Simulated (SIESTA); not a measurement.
The system is Zn.

```
CELL_PARAMETERS angstrom
2.67000 0.00000 0.00000
-1.33500 2.31229 0.00000
0.00000 0.00000 4.96600
ATOMIC_POSITIONS crystal
Zn 0.66667 0.33333 0.75000
Zn 0.33333 0.66667 0.25000
```

| Quantity | Value |
| --- | --- |
| Program | SIESTA 5.4.2 |
| Task | relaxation of cell and atoms |
| Functional | PBEsol |
| Potentials or basis | PseudoDojo 0.4 standard (PBEsol files) |
| Basis | DZP (energy shift 0.003 Ry; two zetas on semicore shells) |
| Grid cutoff | 800 Ry |
| Energy shift | 0.003 Ry |
| k mesh | 8 × 8 × 4 |
| Occupations | fermi-dirac, width 0.05 eV |
| Spin | no spin polarisation |

At the start: pressure -8.8 GPa; volume 15.33 Å³/atom.

Task: Where does the relaxation end?

Result: Over 10 steps the energy falls by 77.3 meV/atom and the volume is 13.65 Å³/atom (-11.0 %); space group P6_3/mmc (No. 194, to 0.05 Å).

Step by step:
| step | energy change (eV) | largest force (eV/Å) | pressure (GPa) | volume (Å³) |
| --- | --- | --- | --- | --- |
| 1 | 0.0000 | 0.0000 | -8.85 | 30.66 |
| 2 | -0.0300 | 0.0000 | -7.28 | 30.11 |
| 3 | -0.1008 | 0.0000 | -0.63 | 27.80 |
| 4 | -0.1072 | 0.0000 | 0.92 | 27.27 |
| 5 | -0.1209 | 0.0002 | 4.43 | 26.30 |
| 6 | -0.1293 | 0.0002 | 2.89 | 26.59 |
| 7 | -0.1514 | 0.0000 | 1.23 | 27.07 |
| 8 | -0.1532 | 0.0001 | 0.16 | 27.43 |
| 9 | -0.1546 | 0.0003 | -0.55 | 27.46 |
| 10 | -0.1545 | 0.0002 | 0.14 | 27.30 |

Final structure:
```cif
data_structure
_symmetry_space_group_name_H-M 'P 1'
_symmetry_Int_Tables_number 1
_cell_length_a 2.6581
_cell_length_b 2.6581
_cell_length_c 4.4614
_cell_angle_alpha 90.000
_cell_angle_beta 90.000
_cell_angle_gamma 120.007
_cell_volume 27.30
loop_
_atom_site_label
_atom_site_type_symbol
_atom_site_fract_x
_atom_site_fract_y
_atom_site_fract_z
_atom_site_occupancy
Zn1 Zn 0.66667 0.33333 0.75000 1
Zn2 Zn 0.33333 0.66667 0.25000 1
```

Caveat: short orbitals over semicore shells can move pressures by several GPa; the basis of atomic orbitals isn't converged, which shifts pressures, moduli and gaps.
